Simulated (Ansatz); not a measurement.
# SiC (F-43m):C_Si, thermodynamic levels from a 54-atom cell

Aim: at which Fermi levels does C_Si in SiC (F-43m) change its charge? The model is a cell of 54 host atoms with 1 Si taken out and 1 C put in.

Program: Ansatz 0.2.0. Level of theory: place-levels on r2SCAN runs: charge-transition levels and formation energies with image-charge correction and potential alignment at the atomic sites; PAW set soft_1. Results are calculated unless marked as measured.

The experiments to compare with:

For SiC, cubic 3C zincblende (literature value), “Insight into the structural, elastic and electronic properties of a new orthorhombic 6O-SiC polytype” (2020, pmc:7200658) quotes earlier work: band gap (indirect gap) 2.4 eV [literature value; measurement temperature and method not stated].

Report form: the programs' logs are mostly left out.

## (1) Starting point

The cell holds 54 atoms: 26 Si and 28 C. Cell: a = 9.242 Å, b = 9.242 Å, c = 9.242 Å, α = 60.0°, β = 60.0°, γ = 60.0°. It derives from SiC (space group F-43m). Nearest the centre at fractional (0.333, 0.667, 0.667): C35 at 0.00 Å, C30 at 1.89 Å, C34 at 1.89 Å, C36 at 1.89 Å, C18 at 1.89 Å, Si25 at 3.08 Å, Si23 at 3.08 Å, Si13 at 3.08 Å.

Known beforehand: the electronic dielectric constant, 7.06, and the static one, 10.43, computed on the host (DFPT, PBEsol, on the r2SCAN cell), and a cell off the functional's own equilibrium shifts the ionic part.

The cell's shortest repeat is 9.2 Å.

## (2) What was run first

Levels follow from differences of total energies between charge states, each relaxed by itself.

Each atom starts 0.05 Å or so off its site in a random direction: a symmetric start keeps its symmetry, and would miss off-centre moves and Jahn–Teller distortions. Forces are taken on a 2×2×2 shifted mesh. The cell holds 2 electrons more than the neutral one, with a uniform background that keeps it neutral on the whole.

The sampling was tested on the host first: at the k-points planned (1x1x1 shifted 0.25 0.25 0.25) its energy lies 0.119 eV an atom from the dense-mesh value, so the final energies take a denser sampling.

One of the inputs; charge, spin and start change from state to state.

Contents of qm2.relax/input.yaml:

```yaml
crystal:
  lattice:
    - [0.0, 6.53488873, 6.53488873]
    - [6.53488873, 0.0, 6.53488873]
    - [6.53488873, 6.53488873, 0.0]
  atoms:
    - { symbol: Si, position: [0.0, 0.0, 0.0] }
    - { symbol: C, position: [0.08333333, 0.08333333, 0.08333333] }
[... 2 atom lines left out ...]
    - { symbol: Si, position: [0.0, 0.0, 0.66666667] }
    - { symbol: C, position: [0.08333333, 0.08333333, 0.75] }
[... 6 atom lines left out ...]
    - { symbol: Si, position: [0.0, 0.66666667, 0.0] }
    - { symbol: C, position: [0.08333333, 0.75, 0.08333333] }
[... 2 atom lines left out ...]
    - { symbol: Si, position: [0.0, 0.66666667, 0.66666667] }
    - { symbol: C, position: [0.08333333, 0.75, 0.75] }
[... 2 atom lines left out ...]
    - { symbol: Si, position: [0.33333333, 0.0, 0.33333333] }
[... 1 atom line left out ...]
    - { symbol: Si, position: [0.33333333, 0.0, 0.66666667] }
[... 1 atom line left out ...]
    - { symbol: Si, position: [0.33333333, 0.33333333, 0.0] }
    - { symbol: C, position: [0.41666667, 0.41666667, 0.08333333] }
[... 2 atom lines left out ...]
    - { symbol: Si, position: [0.33333333, 0.33333333, 0.66666667] }
    - { symbol: C, position: [0.41666667, 0.41666667, 0.75] }
    - { symbol: Si, position: [0.33333333, 0.66666667, 0.0] }
[... 1 atom line left out ...]
    - { symbol: Si, position: [0.33333333, 0.66666667, 0.33333333] }
    - { symbol: C, position: [0.41666667, 0.75, 0.41666667] }
    - { symbol: C, position: [0.33333333, 0.66666667, 0.66666667] }
    - { symbol: C, position: [0.41666667, 0.75, 0.75] }
[... 10 atom lines left out ...]
    - { symbol: Si, position: [0.66666667, 0.33333333, 0.66666667] }
[... 3 atom lines left out ...]
    - { symbol: Si, position: [0.66666667, 0.66666667, 0.33333333] }
[... 1 atom line left out ...]
    - { symbol: Si, position: [0.66666667, 0.66666667, 0.66666667] }
    - { symbol: C, position: [0.75, 0.75, 0.75] }
  host:
    repeats: [3, 3, 3]
    atoms:
      - { symbol: Si, position: [0.0, 0.0, 0.0] }
      - { symbol: C, position: [0.25, 0.25, 0.25] }
total_charge: -2
basis:
  ecutwfc: 500
  xc_grid: 2
hamiltonian:
  xc: r2scan
  pseudopotentials: { kind: paw, azcp: { folder: soft_1 } }
kpoints:
  mp_grid: { grid: [2, 2, 2], shift: [0.5, 0.5, 0.5] }
scf:
  occupations: { method: fixed }
  max_iter: 80
output:
  forces: true
  charged_corrections:
    epsilon: 7.06
    static_epsilon: 10.43
    defect_position: [0.333333, 0.666667, 0.666667]
relax:
  f_tol: 0.02
  max_steps: 80
  random_displacement: { amplitude: 0.05, seed: 1924 }
checkpoint:
  write: "../qm2.relax.run"
  compress: false
  write_wavefunctions: true
  write_every: 100000
```

Launch:

```
$ ansatz run input.yaml --threads 4 --pin off --max-ram 7536MiB --backend cpu --events-out ev --progress --plain --runs-dir out
```

The run of this state that the levels use, under r2SCAN:

Contents of qm2.point/input.yaml:

```yaml
crystal:
  checkpoint: "../qm2.relax.run"
  host: checkpoint
total_charge: -2
basis:
  ecutwfc: 500
  xc_grid: 2
hamiltonian:
  xc: r2scan
  pseudopotentials: { kind: paw, azcp: { folder: soft_1 } }
kpoints:
  mp_grid: { grid: [2, 2, 2], shift: [0.5, 0.5, 0.5] }
scf:
  occupations: { method: fixed }
  max_iter: 80
output:
  forces: true
  eigenvalues: true
  charged_corrections:
    epsilon: 7.06
    static_epsilon: 10.43
    defect_position: [0.333333, 0.666667, 0.666667]
  eigenstates: { localisation: true }
  populations: true
  band_densities: [{ bands: [v1, v1] }, { bands: [c1, c1] }]
  write_density: true
  write_potential: true
  volumetric_format: npy
checkpoint:
  read: "../qm2.relax.run"
  write: "../qm2.point.run"
  compress: false
  write_wavefunctions: false
  write_every: 100000
```

Relaxations under r2SCAN at a 2×2×2 shifted mesh; times on 4 threads of Intel Xeon Platinum 8259CL at 2.50GHz (Skylake/Cascade Lake), shared host:

```tsv
charge	moment (μB)	occupations	outcome	steps	largest displacement against the far atoms (Å)	time
−2	0	fixed	converged	5	0.19	2.4 min
−1	1	fixed	converged	5	0.19	5.5 min
0	0	fixed	converged	5	0.18	2.3 min
+1	1	fixed	converged	9	0.20	7.7 min
+2	0	fixed	converged	10	0.21	3.6 min
−2	2	fixed	converged	8	0.19	7.8 min
+2	2	fixed	converged	5	0.20	5.2 min
```

Single points under r2SCAN at a 2×2×2 shifted mesh; times on 4 threads of Intel Xeon Platinum 8259CL at 2.50GHz (Skylake/Cascade Lake), shared host:

```tsv
charge	moment (μB)	occupations	outcome	time
−2	0	fixed	converged	24 s
−1	1	fixed	converged	56 s
0	0	fixed	converged	26 s
+1	1	fixed	converged	67 s
+2	0	fixed	converged	23 s
−2	2	fixed	converged	62 s
+2	2	fixed	converged	63 s
```

Distances (Å) from C35 to the nearest atoms after relaxation with r2SCAN:

```tsv
charge	moment (μB)	1.	2.	3.	4.	5.	6.
−2	0	C 1.70	C 1.70	C 1.70	C 1.70	Si 3.04	Si 3.04
−2	2	C 1.70	C 1.70	C 1.70	C 1.71	Si 3.04	Si 3.04
−1	1	C 1.70	C 1.70	C 1.70	C 1.70	Si 3.04	Si 3.04
0	0	C 1.70	C 1.70	C 1.70	C 1.70	Si 3.05	Si 3.05
+1	1	C 1.68	C 1.70	C 1.70	C 1.71	Si 3.04	Si 3.04
+2	0	C 1.66	C 1.69	C 1.70	C 1.72	Si 3.04	Si 3.04
+2	2	C 1.69	C 1.69	C 1.69	C 1.69	Si 3.05	Si 3.05
```

## (3) Levels against the band edges, r2SCAN

A charged cell interacts with its images and the background, and its potential has another zero than the host's. place-levels removes the first by a point-charge model, screened by the static dielectric constant since the ions have relaxed around the charge, and the second by comparing potentials at atoms far from the defect.

The host is a run of the defect-free crystal in the same cutoffs, grids and k-points, so that basis and sampling errors cancel in part in the differences. The host is run in a cell of 2 atoms on a matching mesh. Its band edges are searched through the zone by a band path, so the gap is smaller than, or equal to, that on the mesh. Chemical potentials are energies per atom of Si (diamond) and C (diamond), run with the same functional and cutoff. Carbon is taken as diamond, which semilocal functionals can put about 0.1 eV an atom over graphite.

Contents of levels.point.yaml:

```yaml
host:
  run: host.point.run
states: [qm2.point.run, qm1_M1.point.run, q0.point.run, qp1_M1.point.run, qp2.point.run, qm2_M2.point.run, qp2_M2.point.run]
geometry_from:
  qm2.point.run: qm2.relax.run
  qm1_M1.point.run: qm1_M1.relax.run
  q0.point.run: q0.relax.run
  qp1_M1.point.run: qp1_M1.relax.run
  qp2.point.run: qp2.relax.run
  qm2_M2.point.run: qm2_M2.relax.run
  qp2_M2.point.run: qp2_M2.relax.run
  host.point.run: host.relax.run
chemical_potentials:
  Si:
    energy: -639.06578
    dataset: <sha256 of the dataset>
  C:
    energy: -251.553391
    dataset: "<sha256 of the dataset>"
epsilon: 7.06
static_epsilon: 10.43
vertical:
  - { from: qm2.point.run, to: qm2.point_neutral.run }
  - { from: qm1_M1.point.run, to: qm1_M1.point_neutral.run }
  - { from: qp1_M1.point.run, to: qp1_M1.point_neutral.run }
  - { from: qp2.point.run, to: qp2.point_neutral.run }
  - { from: qm2_M2.point.run, to: qm2_M2.point_neutral.run }
  - { from: qp2_M2.point.run, to: qp2_M2.point_neutral.run }
```

Launch:

```
$ ansatz place-levels levels.point.yaml -- --threads 4 --pin off --max-ram 7536MiB
```

The job ended after 1.4 s (4 threads of Intel Xeon Platinum 8259CL at 2.50GHz (Skylake/Cascade Lake), shared host).

Under r2SCAN the gap is 1.71 eV, (+2/+1) 0.00 (with band filling), (+1/0) -0.02 (outside the gap) (with band filling), (0/−1) 1.76 (outside the gap) (with band filling), (−1/−2) 1.74 (outside the gap) (with band filling) eV.

Levels between the charges placed, in eV above the valence top:

```tsv
	gap (eV)	(+2/+1)	(+1/0)	(0/−1)	(−1/−2)
r2SCAN	1.71	0.00	-0.02	1.76	1.74
```

Corrections by state:

```tsv
charge	moment (μB)	image terms and alignment (eV)	band filling (eV)	ε used	over the lowest of its charge, as the program ranks them, band filling apart (eV)
+2	0.0	0.132	-0.695	10.43	0.000
+1	1.0	-0.058	-0.189	10.43	0.000
0	0.0	0.000	-	-	0.000
−1	1.0	0.357	-0.781	10.43	0.000
−2	0.0	1.061	-1.943	10.43	0.000
+2	2.0	0.139	-	10.43	0.136
−2	2.0	1.061	-	10.43	0.776
```

The charged structures listed were also run neutral, and place-levels reads from each pair, by the potential or the spins, how wide the charge is by which they differ; that can be the carrier of either run.

```tsv
charge	rms radius (Å)	spread where it is widest against the cell (Å)	wide from (Å)	reading
+2	5.0	2.97	1.31	wide
+1	5.0	2.96	1.31	wide
−1	6.3	3.64	1.31	wide
−2	6.3	3.64	1.31	wide
```

The neutral runs of these pairs need not share the spin of the lowest neutral state, and very wide values only mean spread over the cell.

From the program's caveats on the states, each cut to its opening words:

- charge +2, +1 (1 μB), −2 (2 μB): it parts from the run at its places by a charge that spreads by about 3 Å along one vector (1.3 Å or more is wide), by its potential at epsilon 7.06, taken for [...]
- charge +2: a band-filling correction moves a carrier to the host's band edge, which changes its energy by -0.695 eV
- charge +2: its alignment with the host at atomic sites is doubtful: the mean over the far sites moves by -0.1155 eV from their farther parts to their nearer, more than [...]
- charge +2, +1 (1 μB), −2 (2 μB): filled levels lie above empty ones at the fixed electron count
- charge +1 (1 μB): a band-filling correction moves a carrier to the host's band edge, which changes its energy by -0.189 eV
- charge +1 (1 μB): its alignment with the host at atomic sites is doubtful: the mean over the far sites moves by -0.1370 eV from their farther parts to their nearer, more than [...]
- charge +1 (1 μB), −1 (1 μB), +2 (2 μB), −2 (2 μB): flagged: stability check not made
- charge 0: its alignment with the host at atomic sites is doubtful: the mean over the far sites moves by -0.1601 eV from their farther parts to their nearer, more than [...]
- charge −1 (1 μB), −2: it parts from the run at its places by a charge that spreads by about 3.6 Å along one vector (1.3 Å or more is wide), by its potential at epsilon 7.06, taken [...]
- charge −1 (1 μB): a band-filling correction moves a carrier to the host's band edge, which changes its energy by -0.781 eV
- charge −1 (1 μB): its alignment with the host at atomic sites is doubtful: the mean over the far sites moves by -0.1937 eV from their farther parts to their nearer, more than [...]
- charge −2: a band-filling correction moves a carrier to the host's band edge, which changes its energy by -1.943 eV
- charge −2: its alignment with the host at atomic sites is doubtful: the mean over the far sites moves by -0.2230 eV from their farther parts to their nearer, more than [...]
- charge +2 (2 μB): it parts from the run at its places by a charge that spreads by about 2.8 Å along one vector (1.3 Å or more is wide), by its potential at epsilon 7.06, taken [...]

Formation energies (eV), elemental references (Δμ(Si) = 0.00 eV, Δμ(C) = 0.00 eV):

```tsv
charge	Fermi level at the valence top	at the conduction bottom
+2	4.02	7.44
+1	4.02	5.73
0	3.99	3.99
−1	5.75	4.04
−2	7.49	4.07
```

## (4) Placing the levels, PBEsol

PBEsol on the same structure is run to see how far the result rests on the functional, though not on the errors that semilocal functionals share.

Contents of qm2.pbesol/input.yaml:

```yaml
crystal:
  checkpoint: "../qm2.relax.run"
  host: checkpoint
total_charge: -2
basis:
  ecutwfc: 420
  xc_grid: 2
hamiltonian:
  xc: pbesol
  pseudopotentials: { kind: paw, azcp: { folder: soft_1 }, xc_functional: pbe }
kpoints:
  mp_grid: { grid: [2, 2, 2], shift: [0.5, 0.5, 0.5] }
scf:
  occupations: { method: fermi_dirac, width: 0.01 }
  max_iter: 80
output:
  forces: true
  eigenvalues: true
  charged_corrections:
    epsilon: 7.06
    static_epsilon: 10.43
    defect_position: [0.333333, 0.666667, 0.666667]
checkpoint:
  write: "../qm2.pbesol.run"
  compress: false
  write_wavefunctions: false
  write_every: 100000
```

It took 21 s on 4 threads; peak memory 1.9 GiB; 81 s of CPU time.

Contents of levels.pbesol.yaml:

```yaml
host:
  run: host.pbesol.run
  levels_from: { run: edges.pbesol.run }
states: [qm2.pbesol.run, qm1_M1.pbesol.run, q0.pbesol.run, qp1_M1.pbesol.run, qp2.pbesol.run, qm2_M2.pbesol.run, qp2_M2.pbesol.run]
geometry_from:
  qm2.pbesol.run: qm2.relax.run
  qm1_M1.pbesol.run: qm1_M1.relax.run
  q0.pbesol.run: q0.relax.run
  qp1_M1.pbesol.run: qp1_M1.relax.run
  qp2.pbesol.run: qp2.relax.run
  qm2_M2.pbesol.run: qm2_M2.relax.run
  qp2_M2.pbesol.run: qp2_M2.relax.run
  host.pbesol.run: host.relax.run
chemical_potentials:
  Si:
    energy: -621.49341
    dataset: <sha256 of the dataset>
  C:
    energy: -246.668769
    dataset: "<sha256 of the dataset>"
```

Launch:

```
$ ansatz place-levels levels.pbesol.yaml -- --threads 4 --pin off --max-ram 7536MiB
```

It took 0.88 s on 4 threads.

Under PBEsol the gap is 1.24 eV, (+2/+1) 0.00 (with band filling), (+1/0) 0.00 (with band filling), (0/−1) 1.28 (outside the gap) (with band filling), (−1/−2) 1.26 (outside the gap) (with band filling) eV; the stage before (r2SCAN) gave a gap of 1.71 eV and levels within 0.48 eV of these.

## (5) Side by side

Levels between neighbouring charges, in eV above each run's own valence top:

```tsv
	gap (eV)	(+2/+1)	(+1/0)	(0/−1)	(−1/−2)	CPU time a state at this stage (restarts are quicker than cold starts)
r2SCAN, 2×2×2 shifted mesh	1.71	0.00	-0.02	1.76	1.74	2.9 min
PBEsol on r2SCAN structures, 2×2×2 shifted mesh	1.24	0.00	0.00	1.28	1.26	2.6 min
```

## (6) Results

```
gap of the host                                                             : 1.71 eV (r2SCAN)
level (plus 2/plus 1)                                                       : 0.00 eV above the valence top, not a change between lowest states (-0.51 eV above the valence top without the band-filling term)
level (plus 1/0)                                                            : 0.02 eV below the valence top, not a change between lowest states (-0.21 eV above the valence top without the band-filling term)
level (0/minus 1)                                                           : 1.76 eV above the valence top, past the conduction bottom, not a change between lowest states (2.54 eV above the valence top without the band-filling term)
level (minus 1/minus 2)                                                     : 1.74 eV above the valence top, past the conduction bottom, not a change between lowest states (2.90 eV above the valence top without the band-filling term)
lowest of the charges placed, just above the valence top (0.02 eV)          : 0
lowest of the charges placed, just below the conduction bottom (0.02 eV)    : 0
lowest formation energy at mid-gap of the charges run, elemental references : 3.99 eV
```

What this shows: Of the charges placed (−2, −1, 0, +1 and +2), 0 is the lowest from 0.02 eV above the valence top to 0.02 eV below the conduction bottom, a gap of 1.71 eV. States placed: +2 at 0 μB and 2 μB; +1 at 1 μB; 0 at 0 μB; −1 at 1 μB; −2 at 0 μB and 2 μB. Other spin states or structures, where not listed, weren't placed. The program finds carriers beyond a band edge of the host and adds a band-filling term at charge −2 (-1.94 eV), −1 (-0.78 eV), +1 (-0.19 eV) and +2 (-0.69 eV); steps to such a charge show no bound level, and a defect level inside a band would be read the same way. The program doubts the alignment of potentials for at least one state, a sign that the cell is small. Keep in mind: r2SCAN makes the gap too small and tends to spread out bound carriers.

Comparison with the measured values:

| quantity | measured | PBEsol | r2SCAN |
| --- | --- | --- | --- |
| band gap (least gap of the host) (eV) | 2.4 | 1.24 (-1.16 eV) | 1.71 (-0.69 eV) |

Measured values from pmc:7200658 (2020).

**Verdict.** For the band gap, of the levels listed nearest comes r2SCAN (-0.69 eV, a clear miss) and farthest PBEsol (-1.16 eV, a clear miss). Local and semilocal functionals usually give gaps below the measured ones. Zero-point and thermal motion shift the measured gap.

[Logs are printed without paths, hosts, clocks, repeated set-up lines and the standing remarks that a program may print on its own settings, such as how far it seeks lower states.]

[Hosts, paths, dates, database ids (printed as entryN), source tags and the programs' standing remarks are cut or masked in the printed files.]

[Where a table of states has a column of steps, it counts the stored structures, which are thinned; the runs took as many ionic steps or more.]

[A defect's name tells the site on which it was built; relaxed atoms can leave that site.]

[For some hosts the program warned that the k-mesh of the response run may be too coarse for force constants and the static dielectric constant; such warnings are not shown here.]
